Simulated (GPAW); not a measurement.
# CdS (Greenockite) (P6_3mc) in GPAW: notebook

One crystal, CdS (Greenockite), is run at these levels: PBE; tasks: single point.

All numbers are computed with GPAW 26.7.0; they aren't measurements. Logs are shortened: lines on timing, memory, paths and dates and some standing lists are left out, and cuts for length are marked. The log counts tension as positive stress, the text compression.

**The experiment to reproduce.**

From “Isotope dependence of band-gap energy”, 2008, arxiv:0807.2152, for a bulk crystal of CdS: band gap 2.5809 ± 0.0002 eV.

How close the calculation comes is told below.

### Step 1. Starting point

Symmetry: P6_3mc, No. 186, hexagonal system. The conventional cell has a = 4.150 Å, b = 4.150 Å, c = 6.737 Å, α = 90.00°, β = 90.00°, γ = 120.00°. Around Cd (site symmetry 3m) lie 4 S at 2.53 to 2.54 Å. S (site symmetry 3m) has 4 Cd at 2.53 to 2.54 Å as nearest neighbours.

### Step 2. Single point, PBE

The input, run.py:

```python
from ase import Atoms
from ase.dft.bandgap import bandgap
from ase.io import write
from ase.units import Bohr, GPa
from gpaw import GPAW, PW
from gpaw.elf import elf_from_dft_calculation

atoms = Atoms(['Cd', 'Cd', 'S', 'S'],
              cell=[[4.15, 0.0, 0.0],
                    [-2.075, 3.5940054257, 0.0],
                    [0.0, 0.0, 6.737]],
              scaled_positions=[[0.6666666667, 0.3333333333, 0.5],
                                [0.3333333333, 0.6666666667, 0.0],
                                [0.6666666667, 0.3333333333, 0.875],
                                [0.3333333333, 0.6666666667, 0.375]],
              pbc=True)

calc = GPAW(mode=PW(600),
            xc='PBE',
            kpts={'size': (7, 7, 4), 'gamma': True},
            occupations={'name': 'methfessel-paxton', 'order': 0, 'width': 0.014},
            nbands=31,
            convergence={'density': 1e-05, 'energy': 1e-05},
            maxiter=150,
            txt='gpaw.txt')
atoms.calc = calc
energy = atoms.get_potential_energy()
forces = atoms.get_forces()
stress = atoms.get_stress()
calc.write('gs.gpw')
write('result.traj', atoms)
print(f'Energy: {energy:.6f} eV')
print('Forces (eV/A):')
print(forces.round(4))
print('Stress (GPa):', (stress / GPa).round(3))
print('Fermi level:', round(calc.get_fermi_level(), 4), 'eV')
print(f'Gap: {bandgap(calc)[0]:.4f} eV, direct: {bandgap(calc, direct=True)[0]:.4f} eV')

# fields on the real-space grid
write('density.cube', atoms, data=calc.get_pseudo_density() * Bohr**3)
write('potential.cube', atoms, data=calc.get_electrostatic_potential())
write('elf.cube', atoms, data=elf_from_dft_calculation(calc).data)
```

Potentials or basis: GPAW PAW data sets (gpaw-data 1.2.1), pw.

Command:

```
> OMP_NUM_THREADS=1 python run.py
```

gpaw.txt:

```text
__  _  _
 | _ |_)|_||  |
 |__||  | ||/\| - 26.7.0

Input parameters:
  mode=PW(ecut=600.0),
  convergence={'density': 1e-05, 'energy': 1e-05},
  kpts=MonkhorstPack(size=(7, 7, 4), gamma=True),
  maxiter=150,
  nbands=31,
  occupations=Occupations(name='methfessel-paxton', order=0, width=0.014),
  xc=XC(name='PBE')

Diagonalizing LCAO Hamiltonian
Converting LCAO to pw mode

            S

            Cd
        S

        Cd

Atoms  # Å, Bohr magnetons
|   | symbol |         x |        y |        z |    initial magnetic moments |
|---|--------|-----------|----------|----------|-----------------------------|
| 0 |     Cd |  2.075000 | 1.198002 | 3.368500 | ( 0.0000,  0.0000,  0.0000) |
| 1 |     Cd | -0.000000 | 2.396004 | 0.000000 | ( 0.0000,  0.0000,  0.0000) |
| 2 |      S |  2.075000 | 1.198002 | 5.894875 | ( 0.0000,  0.0000,  0.0000) |
| 3 |      S | -0.000000 | 2.396004 | 2.526375 | ( 0.0000,  0.0000,  0.0000) |

Unit cell  # Å
| periodic |         x |        y |        z |  lengths |     angles |
|----------|-----------|----------|----------|----------|------------|
|      yes |  4.150000 | 0.000000 | 0.000000 | 4.150000 |  90.000000 |
|      yes | -2.075000 | 3.594005 | 0.000000 | 4.150000 |  90.000000 |
|      yes |  0.000000 | 0.000000 | 6.737000 | 6.737000 | 120.000000 |

Number of symmetries: 6
Symmetry operations  # r_c * U_cc + t_c -> r_c
|   | kind |            matrix            |
|---|------|------------------------------|
| 0 |  σ   |  1, 1, 0,  0,-1, 0,  0, 0, 1 |
| 1 |  E   |  1, 0, 0,  0, 1, 0,  0, 0, 1 |
| 2 |  C3  |  0, 1, 0, -1,-1, 0,  0, 0, 1 |
| 3 |  σ   |  0,-1, 0, -1, 0, 0,  0, 0, 1 |
| 4 |  σ   | -1, 0, 0,  1, 1, 0,  0, 0, 1 |
| 5 |  C3  | -1,-1, 0,  1, 0, 0,  0, 0, 1 |

BZ-sampling:
  Number of BZ points: 196
  Number of IBZ points: 28

  Monkhorst-Pack size: [7, 7, 4]
  Monkhorst-Pack shift: [0.0, 0.0, 0.125]

K-points  # in reciprocal-cell coordinates
|     |                                coordinates |     weight |
|-----|--------------------------------------------|------------|
|   0 | (  0.00000000,   0.00000000,   0.00000000) | 0.00510204 |
|   1 | (  0.00000000,   0.00000000,   0.25000000) | 0.01020408 |
|   2 | (  0.00000000,   0.00000000,   0.50000000) | 0.00510204 |
|   3 | (  0.14285714,   0.00000000,  -0.25000000) | 0.03061224 |
|   4 | (  0.14285714,   0.00000000,   0.00000000) | 0.03061224 |
|   5 | (  0.14285714,   0.00000000,   0.25000000) | 0.03061224 |
|   6 | (  0.14285714,   0.00000000,   0.50000000) | 0.03061224 |
|   7 | (  0.28571429,  -0.14285714,   0.00000000) | 0.03061224 |
|   8 | (  0.28571429,  -0.14285714,   0.25000000) | 0.06122449 |
|   9 | (  0.28571429,  -0.14285714,   0.50000000) | 0.03061224 |
| ... |                                            |            |
|  27 | (  0.42857143,   0.42857143,   0.50000000) | 0.03061224 |

Plane wave coefficients: 3376
Cutoff: 600.0 eV

Spin-components: 1 (collinear spins)
Bands:           31
Projectors:      22
Spin-degeneracy: 2
Datatype:        complex128

Parallelization:
  kpt:    1
  domain: 1
  band:   1

Density:
  Valence electrons: 36.0
  Components: 1
  Grid points: [24 24 40]
  Charge: 0.0  # |e|

Potential:
  Grid points: [24 24 40]

species:
  Cd:
    name:    Cadmium
    Z:       48.0
    valence: 12
    core:    36
    charge:  0.0  # [|e|]
    compensation charges:
      type: gauss
      rc: 0.38  # [Å]
      lmax: 2
    cutoffs:
      filter: 2.12  # [Å]
      core: 2.62  # [Å]
    projectors
    | kind |    occ | energy [eV] | rcut [Å] |
    |------|--------|-------------|----------|
    |   5s |  2.000 |      -5.655 |    1.191 |
    |   5p |  0.000 |      -1.186 |    1.228 |
    |   4d | 10.000 |     -11.739 |    1.164 |
    |    s |        |      21.556 |    1.191 |
    |    p |        |      26.026 |    1.228 |
    |    d |        |      15.473 |    1.164 |

    Using partial waves for Cd as LCAO basis

  S:
    name:    Sulfur
    Z:       16.0
    valence: 6
    core:    10
    charge:  0.0  # [|e|]
    compensation charges:
      type: gauss
      rc: 0.24  # [Å]
      lmax: 2
    cutoffs:
      filter: 1.77  # [Å]
      core: 1.66  # [Å]
    projectors
    | kind |    occ | energy [eV] | rcut [Å] |
    |------|--------|-------------|----------|
    |   3s |  2.000 |     -17.254 |    0.974 |
    |   3p |  4.000 |      -7.008 |    0.979 |
    |    s |        |       9.957 |    0.974 |
    |    p |        |      20.203 |    0.979 |
    |    d |        |       0.000 |    0.900 |

    Using partial waves for S as LCAO basis

Reference energy: -326061.476468  # eV

eigensolver:
  PPCG
  Converge bands: occupied
  niter=2

density mixing:
  MSR1-Mixer
  Pratt-step length: 0.05
  Maximum mixing coefficient: 0.75
  Old densities: 10
  SVD Regularization: 0.005
  Good broyden scale: 1.0
  Trust region scale: 1.0
  Backstep threshold: 4.0
  History deletion threshold: 6.0
  Fourier metric: weight=20.0, sigma=0.015

occupation numbers:
  Methfessel-Paxton:
    width: 0.0140  # eV
    order: 0

poisson solver:
  ecut: 4800.0  # eV

xc functional:
  name: PBE with 2 nearest neighbor stencil

convergence criteria:
- Maximum integral of absolute [dens]ity change: 1e-05 electrons / valence electron
- Maximum [total energy] change in last 3 cyles: 1e-05 eV / valence electron
- Maximum integral of absolute [eigenst]ate change: 4e-08 eV^2 / valence electron
maximum number of iterations: 150

SCF iterations
|iter     | |      energy | eigst |  dens |
|---------|-|-------------|-------|-------|
|iter:   1| |  -13.697171 | -0.40 |       |
|iter:   2| |  -13.471898 | -2.10 | -1.12 |
|iter:   3| |  -12.684048 | -1.37 | -1.16 |
|iter:   4| |  -12.679890 | -3.22 | -1.73 |
|iter:   5| |  -12.679115 | -3.62 | -2.16 |
|iter:   6| |  -12.679220 | -4.97 | -2.86 |
|iter:   7| |  -12.679234c| -6.24 | -3.48 |
|iter:   8| |  -12.679234c| -7.31 | -4.41 |
|iter:   9| |  -12.679234c| -7.55c| -4.68 |
|iter:  10| |  -12.679234c| -7.84c| -5.19c|

Converged in 10 steps
Energy contributions relative to reference atoms: (reference = -326061.476468)

Energy contributions:
  Kinetic:          37.011610
  Coulomb:         -33.548933
  Zero:              0.289945
  External:          0.000000
  Xc:              -16.431855
  Entropy:          -0.000000
  Spinorbit:         0.000000
  ----------------------------
  Free energy:     -12.679234
  Extrapolated:    -12.679234

dipole moment: (-0.000000, -0.000021, -18.993700)  # |e|*Ang

Fermi level: 3.619
Eigenvalues  # (at kpt = [0.000, 0.000, 0.000])
| band index |      eig [eV] | occ [0-2] |
|------------|---------------|-----------|
|          0 |        -8.851 |     2.000 |
|        ... |               |           |
|         10 |        -3.654 |     2.000 |
|         11 |        -3.320 |     2.000 |
|         12 |        -0.883 |     2.000 |
|         13 |         2.699 |     2.000 |
|         14 |         2.699 |     2.000 |
|         15 |         3.419 |     2.000 |
[... 8 lines left out ...]
|         24 |        10.993 |     0.000 |
|         25 |        11.129 |     0.000 |
|        ... |               |           |
|         30 |        14.988 |     0.000 |

Gap: 1.177 eV
Transition (v -> c):
  (s=0, k=0, n=17, [0.00, 0.00, 0.00]) -> (s=0, k=0, n=18, [0.00, 0.00, 0.00])
No difference between direct/indirect transitions

Forces  # eV/Ang
|        x |        y |        z |
|----------|----------|----------|
| -0.00000 | -0.00000 | -0.06686 |  # Cd   0
| -0.00000 |  0.00000 | -0.06740 |  # Cd   1
| -0.00000 |  0.00000 |  0.06680 |  # S    2
| -0.00000 |  0.00000 |  0.06744 |  # S    3

Stress tensor  # eV/Ang^3
|         x |         y |         z |
|-----------|-----------|-----------|
| -0.010039 |  0.000000 | -0.000000 |
|  0.000000 | -0.010039 |  0.000000 |
| -0.000000 |  0.000000 | -0.014059 |

# Writing to gs.gpw (mode='')
```

Wall time 41 s (1 thread of Arm Neoverse V2, shared host); peak memory 0.23 GiB.

What came out:

| Item | Value |
| --- | --- |
| Free energy | -12.6792 eV |
| Pressure | 1.8 GPa |
| Largest force | 0.067 eV/Å |
| Band gap on the k mesh | 1.18 eV, direct |

Forces on the atoms (eV/Å):
```
Cd   0.000  0.000 -0.067
Cd   0.000  0.000 -0.067
S    0.000  0.000  0.067
S    0.000  0.000  0.067
```

Stress tensor (GPa, compression positive):
```
1.61 0.00 0.00
0.00 1.61 0.00
0.00 0.00 2.25
```

### Step 3. Single point, PBE

Edit run.py of step 2 so:

```diff
@@ -3,5 +3,4 @@
 from ase.io import write
-from ase.units import Bohr, GPa
+from ase.units import GPa
 from gpaw import GPAW, PW
-from gpaw.elf import elf_from_dft_calculation
 
@@ -20,3 +19,3 @@
             kpts={'size': (7, 7, 4), 'gamma': True},
-            occupations={'name': 'methfessel-paxton', 'order': 0, 'width': 0.014},
+            occupations={'name': 'methfessel-paxton', 'order': 0, 'width': 0.016},
             nbands=31,
@@ -37,6 +36 @@
 print(f'Gap: {bandgap(calc)[0]:.4f} eV, direct: {bandgap(calc, direct=True)[0]:.4f} eV')
-
-# fields on the real-space grid
-write('density.cube', atoms, data=calc.get_pseudo_density() * Bohr**3)
-write('potential.cube', atoms, data=calc.get_electrostatic_potential())
-write('elf.cube', atoms, data=elf_from_dft_calculation(calc).data)
```

Potentials or basis: GPAW PAW data sets (gpaw-data 1.2.1), pw.

Command:

```
> OMP_NUM_THREADS=1 python run.py
```

gpaw.txt:

```text
__  _  _
 | _ |_)|_||  |
 |__||  | ||/\| - 26.7.0

Input parameters:
  mode=PW(ecut=600.0),
  convergence={'density': 1e-05, 'energy': 1e-05},
  kpts=MonkhorstPack(size=(7, 7, 4), gamma=True),
  maxiter=150,
  nbands=31,
  occupations=Occupations(name='methfessel-paxton', order=0, width=0.016),
  xc=XC(name='PBE')

Diagonalizing LCAO Hamiltonian
Converting LCAO to pw mode

            S

            Cd
        S

        Cd

Atoms  # Å, Bohr magnetons
|   | symbol |         x |        y |        z |    initial magnetic moments |
|---|--------|-----------|----------|----------|-----------------------------|
| 0 |     Cd |  2.075000 | 1.198002 | 3.368500 | ( 0.0000,  0.0000,  0.0000) |
| 1 |     Cd | -0.000000 | 2.396004 | 0.000000 | ( 0.0000,  0.0000,  0.0000) |
| 2 |      S |  2.075000 | 1.198002 | 5.894875 | ( 0.0000,  0.0000,  0.0000) |
| 3 |      S | -0.000000 | 2.396004 | 2.526375 | ( 0.0000,  0.0000,  0.0000) |

Unit cell  # Å
| periodic |         x |        y |        z |  lengths |     angles |
[... 168 lines left out ...]
  Zero:              0.289945
  External:          0.000000
  Xc:              -16.431855
  Entropy:          -0.000000
  Spinorbit:         0.000000
  ----------------------------
  Free energy:     -12.679234
  Extrapolated:    -12.679234

dipole moment: (-0.000000, -0.000021, -18.993700)  # |e|*Ang

Fermi level: 3.619
Eigenvalues  # (at kpt = [0.000, 0.000, 0.000])
| band index |      eig [eV] | occ [0-2] |
|------------|---------------|-----------|
|          0 |        -8.851 |     2.000 |
|        ... |               |           |
|         10 |        -3.654 |     2.000 |
|         11 |        -3.320 |     2.000 |
|         12 |        -0.883 |     2.000 |
|         13 |         2.699 |     2.000 |
|         14 |         2.699 |     2.000 |
|         15 |         3.419 |     2.000 |
[... 8 lines left out ...]
|         24 |        10.993 |     0.000 |
|         25 |        11.129 |     0.000 |
|        ... |               |           |
|         30 |        14.988 |     0.000 |

Gap: 1.177 eV
Transition (v -> c):
  (s=0, k=0, n=17, [0.00, 0.00, 0.00]) -> (s=0, k=0, n=18, [0.00, 0.00, 0.00])
No difference between direct/indirect transitions

Forces  # eV/Ang
|        x |        y |        z |
|----------|----------|----------|
| -0.00000 | -0.00000 | -0.06686 |  # Cd   0
| -0.00000 |  0.00000 | -0.06740 |  # Cd   1
| -0.00000 |  0.00000 |  0.06680 |  # S    2
| -0.00000 |  0.00000 |  0.06744 |  # S    3

Stress tensor  # eV/Ang^3
|         x |         y |         z |
|-----------|-----------|-----------|
| -0.010039 |  0.000000 | -0.000000 |
|  0.000000 | -0.010039 |  0.000000 |
| -0.000000 |  0.000000 | -0.014059 |

# Writing to gs.gpw (mode='')
```

Wall time 40 s (1 thread of Arm Neoverse V2, shared host); peak memory 0.23 GiB.

What came out:

* Free energy: -12.6792 eV
* Pressure: 1.8 GPa
* Largest force: 0.067 eV/Å
* Band gap on the k mesh: 1.18 eV, direct

Forces on the atoms (eV/Å):
```
Cd   0.000  0.000 -0.067
Cd   0.000  0.000 -0.067
S    0.000  0.000  0.067
S    0.000  0.000  0.067
```

### Step 4. Against experiment

Step 2. Against the measured gap of CdS, 2.5809 eV (quoted in “Isotope dependence of band-gap energy”, 2008, arxiv:0807.2152), the calculated 1.18 eV is off by -1.40 eV. So large a miss can be the level of theory's own, or it may mean another phase, state or a wrong row. Spin-orbit coupling on Cd is left out. The value is that of PBE, without temperature or zero-point motion. Semilocal functionals fall short of measured gaps as a rule.

Step 3. A measured gap of CdS is 2.5809 eV (quoted in “Isotope dependence of band-gap energy”, 2008, arxiv:0807.2152); the calculated 1.18 eV misses it by -1.40 eV. So large a miss can be the level of theory's own, or it may mean another phase, state or a wrong row. Spin-orbit coupling on Cd is left out. The value is that of PBE, without temperature or zero-point motion. Semilocal functionals fall short of measured gaps as a rule.
